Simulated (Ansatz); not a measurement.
# TiCo under changes of volume

One of the cells (13.313 Å³/atom); the others are scaled copies at fixed shape and fractional positions:

```
Co Ti
1.0
     2.98611    0.00000    0.00000
     0.00000    2.98611    0.00000
     0.00000    0.00000    2.98611
Co Ti
1 1
Direct
  0.50000 0.50000 0.50000
  0.00000 0.00000 0.00000
```

The cell comes from a database or a generator and needn't be the stable form of this composition.

| Property | Result |
| --- | --- |
| Program | Ansatz 0.2.0 |
| Functional | r2SCAN |
| Potentials or basis | Ansatz PAW |
| Cutoff | 500 eV (not typed: the program's choice for these potentials) |
| k mesh | 9 × 9 × 9 |
| Occupations | fermi-dirac, width 0.05 eV |
| Spin | collinear spin, ferromagnetic start |
| Starting moments | [2.0, 1.0] μB |

```csv
volume (Å³/atom),energy over the lowest point (meV/atom),pressure (GPa)
12.515,?,?
12.781,12.64,7.5
13.047,3.41,3.7
13.313,0.00,0.4
13.580,1.71,-2.6
13.846,8.20,-5.4
14.112,19.10,-7.9
```

Q: What does the run at 12.515 Å³/atom give?

A: Energy over the lowest point 28.48 meV/atom; pressure 11.6 GPa.

Worked out: A Birch-Murnaghan fit of order 3 (a polynomial in V^(-2/3)) to the other rows has its minimum at 13.35 Å³/atom with B0 = V·E''(V) = 155 GPa and B' = 3.5. It gives 28.06 meV/atom at 12.515 Å³/atom, against the run's 28.48, and -dE/dV = 11.3 GPa, against 11.6.

Energies are extrapolated to zero smearing.

Caveats: the magnetic or orbital state may not be the lowest; the PAW data sets come from PBE, with cores solved anew for the run's functional, which leaves a small shift of forces and pressure; the starting moments weren't kept.
